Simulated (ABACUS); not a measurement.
# CdTe (F-43m) in ABACUS: a series of runs

The runs below take CdTe through band structure, equation of state, with revTPSS.

Everything below comes from runs of ABACUS 3.10.1. Logs are shortened: lines on timing, memory, paths and dates and some standing lists are left out, and cuts for length are marked.

**Measured values to compare with.**

A printed reference work, data compilation reports, for a bulk crystal of CdTe at 0 K: band gap 1.607 eV.

The runs below are set against these values where they give the same quantity.

## 1. Starting point

The structure is cubic, space group F-43m (No. 216). Conventional cell: a = 6.410 Å, b = 6.410 Å, c = 6.410 Å, α = 90.00°, β = 90.00°, γ = 90.00°. Te (site symmetry -43m) is surrounded by 4 Cd at 2.78 Å. Cd (site symmetry -43m) has 4 Te at 2.78 Å as nearest neighbours.

## 2. Band structure, revTPSS

Input file INPUT:

```
INPUT_PARAMETERS
suffix              CdTe
calculation         nscf
basis_type          pw
pseudo_dir          ./
symmetry            -1
dft_functional      MGGA_X_REVTPSS+MGGA_C_REVTPSS
ecutwfc             119.0
pseudo_rcut         10
nspin               1
nbands              28
ks_solver           dav
smearing_method     fd
smearing_sigma      0.00367493
scf_thr             1e-08
scf_nmax            100
mixing_type         broyden
mixing_beta         0.7
mixing_tau          1
init_chg            file
pw_diag_thr         1e-07
out_band            1
kpar                4
```

Input file STRU:

```
ATOMIC_SPECIES
Te 127.6000 Te_ONCV_PBE-1.2.upf
Cd 112.4140 Cd_ONCV_PBE-1.2.upf

LATTICE_CONSTANT
1.8897261246

LATTICE_VECTORS
0.0000000000 3.2050000000 3.2050000000
3.2050000000 0.0000000000 3.2050000000
3.2050000000 3.2050000000 0.0000000000

ATOMIC_POSITIONS
Cartesian

Te
0.0
1
4.8075000000 4.8075000000 4.8075000000 1 1 1

Cd
0.0
1
0.0000000000 0.0000000000 0.0000000000 1 1 1
```

Input file KPT:

```
K_POINTS
12
Line
0.00000000 0.00000000 0.00000000 10 // G
0.50000000 0.00000000 0.50000000 10 // X
0.50000000 0.25000000 0.75000000 10 // W
0.37500000 0.37500000 0.75000000 10 // K
0.00000000 0.00000000 0.00000000 10 // G
0.50000000 0.50000000 0.50000000 10 // L
0.62500000 0.25000000 0.62500000 10 // U
0.50000000 0.25000000 0.75000000 10 // W
0.50000000 0.50000000 0.50000000 10 // L
0.37500000 0.37500000 0.75000000 1 // K
0.62500000 0.25000000 0.62500000 10 // U
0.50000000 0.00000000 0.50000000 1 // X
```

Potentials or basis: SG15 ONCV 1.2 PBE, plane waves.

The run is started by

```console
OMP_NUM_THREADS=1 mpirun -np 4 abacus > log
```

running log:

```text
ABACUS v3.10.1

               Atomic-orbital Based Ab-initio Computation at UStc

 ------------------------------------------------------------------------------------

 READING GENERAL INFORMATION
                           global_out_dir = OUT.CdTe/
                           global_in_card = INPUT
                               pseudo_dir = ./
                              orbital_dir =
                                    DSIZE = 4
                                    GSIZE = 1

 READING UNITCELL INFORMATION
                                    ntype = 2
                  lattice constant (Bohr) = 1.88973
              lattice constant (Angstrom) = 1

 READING ATOM TYPE 1
                               atom label = Te
                      L=0, number of zeta = 1
                      L=1, number of zeta = 1
                      L=2, number of zeta = 1
             number of atom for this type = 1

 READING ATOM TYPE 2
                               atom label = Cd
                      L=0, number of zeta = 1
                      L=1, number of zeta = 1
                      L=2, number of zeta = 1
             number of atom for this type = 1

                        TOTAL ATOM NUMBER = 2
CARTESIAN COORDINATES ( UNIT =       1.889726124600 Bohr ).
    atom                   x                   y                   z     mag                  vx                  vy                  vz
tauc_Te1            4.8075000000        4.8075000000        4.8075000000  0.0000        0.0000000000        0.0000000000        0.0000000000
tauc_Cd1            0.0000000000        0.0000000000        0.0000000000  0.0000        0.0000000000        0.0000000000        0.0000000000

                          Volume (Bohr^3) = 444.335
                             Volume (A^3) = 65.8436

 Lattice vectors: (Cartesian coordinate: in unit of a_0)
                   +0              +3.205              +3.205
               +3.205                  +0              +3.205
               +3.205              +3.205                  +0
 Reciprocal vectors: (Cartesian coordinate: in unit of 2 pi/a_0)
            -0.156006           +0.156006           +0.156006
            +0.156006           -0.156006           +0.156006
            +0.156006           +0.156006           -0.156006
 The esolver type has been set to : ksdft_pw

                PAO radial cut off (Bohr) = 10

 Read in pseudopotential file is Te_ONCV_PBE-1.2.upf
                     pseudopotential type = NC
          exchange-correlation functional = PBE
                 nonlocal core correction = 0
                        valence electrons = 16
                                     lmax = 2
                           number of zeta = 0
                     number of projectors = 6
                           L of projector = 0
                           L of projector = 0
                           L of projector = 1
                           L of projector = 1
                           L of projector = 2
                           L of projector = 2
 XC functional updated to : MGGA_X_REVTPSS+MGGA_C_REVTPSS
          exchange-correlation functional = MGGA_X_REVTPSS+MGGA_C_REVTPSS
                PAO radial cut off (Bohr) = 10

 Read in pseudopotential file is Cd_ONCV_PBE-1.2.upf
                     pseudopotential type = NC
          exchange-correlation functional = PBE
                 nonlocal core correction = 0
                        valence electrons = 20
                                     lmax = 2
                           number of zeta = 0
                     number of projectors = 6
                           L of projector = 0
                           L of projector = 0
                           L of projector = 1
                           L of projector = 1
                           L of projector = 2
                           L of projector = 2
 XC functional updated to : MGGA_X_REVTPSS+MGGA_C_REVTPSS
          exchange-correlation functional = MGGA_X_REVTPSS+MGGA_C_REVTPSS
     initial pseudo atomic orbital number = 0

 SETUP THE ELECTRONS NUMBER
            electron number of element Te = 16
      total electron number of element Te = 16
            electron number of element Cd = 20
      total electron number of element Cd = 20
            AUTOSET number of electrons:  = 36
                           occupied bands = 18
                                   NBANDS = 28
                                   NLOCAL = 18

%%%%%%%%%%%%%%%%%%%%%%%%%%%%%%%%%%%%%%%%%%%%%%%%%%%%%%%%%%%%%%%%%%%%%%%%%%%%%%%%%%%%%%%%%%%%%%%%%%%%%%%%%%
 Warning: the number of valence electrons in pseudopotential > 6 for Te: [Kr] 4d10 5s2 5p4
 Warning: the number of valence electrons in pseudopotential > 12 for Cd: [Kr] 4d10 5s2
 Pseudopotentials with additional electrons can yield (more) accurate outcomes, but may be less efficient.
 If you're confident that your chosen pseudopotential is appropriate, you can safely ignore this warning.
%%%%%%%%%%%%%%%%%%%%%%%%%%%%%%%%%%%%%%%%%%%%%%%%%%%%%%%%%%%%%%%%%%%%%%%%%%%%%%%%%%%%%%%%%%%%%%%%%%%%%%%%%%

 SETUP THE PLANE WAVE BASIS
 energy cutoff for charge/potential (unit:Ry) = 476
            fft grid for charge/potential = [ 60, 60, 60 ]
                        fft grid division = [ 1, 1, 1 ]
        big fft grid for charge/potential = [ 60, 60, 60 ]
                                     nbxx = 216000
                                     nrxx = 216000

 SETUP PLANE WAVES FOR CHARGE/POTENTIAL
                    number of plane waves = 78031
                         number of sticks = 2407

 PARALLEL PW FOR CHARGE/POTENTIAL
     PROC   COLUMNS(POT)             PW
        1           2407          78031
 --------------- sum -------------------
        1           2407          78031
                            number of |g| = 593
                                  max |g| = 43.0295
                                  min |g| = 0

----------- Double Check Mixing Parameters Begin ------------
mixing_type: broyden
mixing_beta: 0.7
mixing_gg0: 1
mixing_gg0_min: 0.1
mixing_ndim: 8
----------- Double Check Mixing Parameters End ------------

 SETUP K-POINTS
                                    nspin = 1
                                   nkstot = 102
K-POINTS DIRECT COORDINATES
 KPOINTS    DIRECT_X    DIRECT_Y    DIRECT_Z  WEIGHT
       1  0.00000000  0.00000000  0.00000000  1.0000
       2  0.05000000  0.00000000  0.05000000  1.0000
       3  0.10000000  0.00000000  0.10000000  1.0000
       4  0.15000000  0.00000000  0.15000000  1.0000
       5  0.20000000  0.00000000  0.20000000  1.0000
       6  0.25000000  0.00000000  0.25000000  1.0000
[... 22 lines left out ...]
      29  0.40000000  0.35000000  0.75000000  1.0000
      30  0.38750000  0.36250000  0.75000000  1.0000
[... 72 further k points ...]

           k-point number in this process = 26
       minimum distributed K point number = 25

[... K-POINTS CARTESIAN COORDINATES: 26 rows ...]

[... K-POINTS DIRECT COORDINATES: 26 rows ...]

 SETUP PLANE WAVES FOR WAVE FUNCTIONS
     energy cutoff for wavefunc (unit:Ry) = 119
              fft grid for wave functions = [ 60, 60, 60 ]
                    number of plane waves = 11311
                         number of sticks = 673

 PARALLEL PW FOR WAVE FUNCTIONS
     PROC   COLUMNS(POT)             PW
        1            673          11311
 --------------- sum -------------------
        1            673          11311

 SETUP NONLOCAL PSEUDOPOTENTIALS IN PLANE WAVE BASIS
 Te non-local projectors:
 projector 1 L=0
 projector 2 L=0
 projector 3 L=1
 projector 4 L=1
 projector 5 L=2
 projector 6 L=2
 Cd non-local projectors:
 projector 1 L=0
 projector 2 L=0
 projector 3 L=1
 projector 4 L=1
 projector 5 L=2
 projector 6 L=2
      TOTAL NUMBER OF NONLOCAL PROJECTORS = 36

 Init Non-Local PseudoPotential table :
 Init Non-Local-Pseudopotential done.

                                     npwx = 9781

 -------------------------------------------
 NONSELF-CONSISTENT
 -------------------------------------------
                                 init_chg = file
 try to read charge from file
 Read in the charge density: OUT.CdTe//CdTe-CHARGE-DENSITY.restart
 try to read kinetic energy density from file
 Read in the kinetic energy density: OUT.CdTe//CdTe-TAU-DENSITY.restart

 PW ALGORITHM --------------- ION=   1  ELEC=   1--------------------------------

 k(1/102) Iter steps (avg)=12 threshold=1e-07

 k(2/102) Iter steps (avg)=13 threshold=1e-07
 k(3/102) Iter steps (avg)=15 threshold=1e-07
 k(4/102) Iter steps (avg)=13 threshold=1e-07
 k(5/102) Iter steps (avg)=13 threshold=1e-07

 k(6/102) Iter steps (avg)=14 threshold=1e-07
 k(7/102) Iter steps (avg)=14 threshold=1e-07
 k(8/102) Iter steps (avg)=19 threshold=1e-07
 k(9/102) Iter steps (avg)=21 threshold=1e-07
 k(10/102) Iter steps (avg)=18 threshold=1e-07
 k(11/102) Iter steps (avg)=17 threshold=1e-07
 k(12/102) Iter steps (avg)=18 threshold=1e-07
 k(13/102) Iter steps (avg)=20 threshold=1e-07
 k(14/102) Iter steps (avg)=21 threshold=1e-07
 k(15/102) Iter steps (avg)=19 threshold=1e-07
 k(16/102) Iter steps (avg)=18 threshold=1e-07
 k(17/102) Iter steps (avg)=21 threshold=1e-07
 k(18/102) Iter steps (avg)=22 threshold=1e-07
 k(19/102) Iter steps (avg)=20 threshold=1e-07
 k(20/102) Iter steps (avg)=20 threshold=1e-07
 k(21/102) Iter steps (avg)=21 threshold=1e-07
 k(22/102) Iter steps (avg)=21 threshold=1e-07
 k(23/102) Iter steps (avg)=19 threshold=1e-07
 k(24/102) Iter steps (avg)=17 threshold=1e-07
 k(25/102) Iter steps (avg)=18 threshold=1e-07
 k(26/102) Iter steps (avg)=17 threshold=1e-07
[... levels at 26 k points of this process ...]

 Density error is 0.00000000000
                          Error Threshold = 1.00000000000e-07
----------------------------------------------------------
     Energy           Rydberg                 eV
----------------------------------------------------------
 E_KohnSham     -485.0336848189      -6599.2218354729
 E_KS(sigma->0) -485.0336846866      -6599.2218336725
 E_Harris       -485.0336848189      -6599.2218354729
 E_band         -54.2220001836       -737.7281594537
 E_one_elec     -303.4956458617      -4129.2701019087
 E_Hartree      154.7171551025       2105.0348877442
 E_xc           -45.5867754132       -620.2398990653
 E_Ewald        -290.6684183819      -3954.7467186424
 E_entropy(-TS) -0.0000002646        -0.0000036007
 E_descf        0.0000000000         0.0000000000
 E_exx          0.0000000000         0.0000000000
 E_Fermi        0.6974332614         9.4890663294
----------------------------------------------------------

 charge density convergence is achieved
 final etot is -6599.2218355 eV
 EFERMI = 9.4890663294 eV

 STATE ENERGY(eV) AND OCCUPATIONS    NSPIN == 1
 1/26 kpoint (Cartesian) = 0.0000 0.0000 0.0000 (9721 pws)
       1       -93.4599      0.0196078
       2       -54.5289      0.0196078
       3       -54.5289      0.0196078
       4       -54.5289      0.0196078
       5       -26.7368      0.0196078
       6       -26.7368      0.0196078
[... 20 lines left out ...]
      27        19.3157    8.69878e-88
      28        19.3157    8.69874e-88

 2/26 kpoint (Cartesian) = 0.0000 0.015601 0.0000 (9733 pws)
       1       -93.4599      0.0196078
       2       -54.5289      0.0196078
       3       -54.5289      0.0196078
       4       -54.5289      0.0196078
       5       -26.7369      0.0196078
       6       -26.7368      0.0196078
[... 20 lines left out ...]
      27        19.3880    2.04952e-88
      28        19.8031        0.00000

 3/26 kpoint (Cartesian) = 0.0000 0.031201 0.0000 (9689 pws)
       1       -93.4599      0.0196078
       2       -54.5289      0.0196078
       3       -54.5289      0.0196078
       4       -54.5289      0.0196078
       5       -26.7369      0.0196078
       6       -26.7368      0.0196078
[... 20 lines left out ...]
      27        19.6044        0.00000
      28        20.2587        0.00000

 4/26 kpoint (Cartesian) = 0.0000 0.046802 0.0000 (9701 pws)
       1       -93.4599      0.0196078
       2       -54.5290      0.0196078
       3       -54.5289      0.0196078
       4       -54.5289      0.0196078
       5       -26.7370      0.0196078
       6       -26.7367      0.0196078
[... 20 lines left out ...]
      27        19.9634        0.00000
      28        20.6194        0.00000

 5/26 kpoint (Cartesian) = 0.0000 0.062402 0.0000 (9693 pws)
       1       -93.4599      0.0196078
       2       -54.5290      0.0196078
       3       -54.5289      0.0196078
       4       -54.5289      0.0196078
       5       -26.7371      0.0196078
       6       -26.7366      0.0196078
[... 20 lines left out ...]
      27        20.4615        0.00000
      28        21.0125        0.00000

 6/26 kpoint (Cartesian) = 0.0000 0.078003 0.0000 (9781 pws)
       1       -93.4599      0.0196078
       2       -54.5290      0.0196078
       3       -54.5289      0.0196078
       4       -54.5289      0.0196078
       5       -26.7372      0.0196078
       6       -26.7364      0.0196078
[... 20 lines left out ...]
      27        21.0921        0.00000
      28        21.5047        0.00000

[... levels at 20 further k points ...]

 --------------------------------------------
 !FINAL_ETOT_IS -6599.221835472861 eV
 --------------------------------------------

 Output bands in file: OUT.CdTe/BANDS_1.dat
```

Wall time 5.2 min (4 MPI ranks of Intel Xeon Platinum 8375C at 2.90GHz (Ice Lake), shared host); peak memory 1.1 GiB.

What came out:

```
Band gap along the path : 1.02 eV, direct
```

Levels at the corners of the path, in eV from the Fermi level:
| point | band 14 | band 15 | band 16 | band 17 | band 18 | band 19 | band 20 | band 21 | band 22 | band 23 |
| --- | --- | --- | --- | --- | --- | --- | --- | --- | --- | --- |
| Γ | -8.64 | -8.64 | -0.54 | -0.54 | -0.54 | 0.48 | 4.28 | 4.28 | 4.28 | 7.14 |
| X | -8.60 | -8.12 | -5.00 | -2.53 | -2.53 | 2.08 | 2.23 | 8.62 | 9.08 | 9.08 |
| W | -8.64 | -8.02 | -4.86 | -3.02 | -2.89 | 3.96 | 4.21 | 5.30 | 5.93 | 9.59 |
| K | -8.62 | -8.06 | -4.89 | -3.27 | -2.18 | 2.45 | 4.14 | 7.07 | 7.24 | 7.64 |
| Γ | -8.64 | -8.64 | -0.54 | -0.54 | -0.54 | 0.48 | 4.28 | 4.28 | 4.28 | 7.14 |
| L | -8.62 | -8.26 | -5.17 | -1.36 | -1.36 | 1.45 | 4.83 | 4.83 | 6.65 | 8.40 |
| U | -8.62 | -8.06 | -4.89 | -3.27 | -2.18 | 2.45 | 4.14 | 7.07 | 7.24 | 7.64 |
| W | -8.64 | -8.02 | -4.86 | -3.02 | -2.89 | 3.96 | 4.21 | 5.30 | 5.93 | 9.59 |
| L | -8.62 | -8.26 | -5.17 | -1.36 | -1.36 | 1.45 | 4.83 | 4.83 | 6.65 | 8.40 |
| K | -8.62 | -8.06 | -4.89 | -3.27 | -2.18 | 2.45 | 4.14 | 7.07 | 7.24 | 7.64 |
| U | -8.62 | -8.06 | -4.89 | -3.27 | -2.18 | 2.45 | 4.14 | 7.07 | 7.24 | 7.64 |
| X | -8.60 | -8.12 | -5.00 | -2.53 | -2.53 | 2.08 | 2.23 | 8.62 | 9.08 | 9.08 |

Caveat: the density is read from an earlier self-consistent run, whose mesh may be coarse; spin-orbit coupling is left out, which moves the levels of the heavy elements.

(Continued in part 2 of 2.)
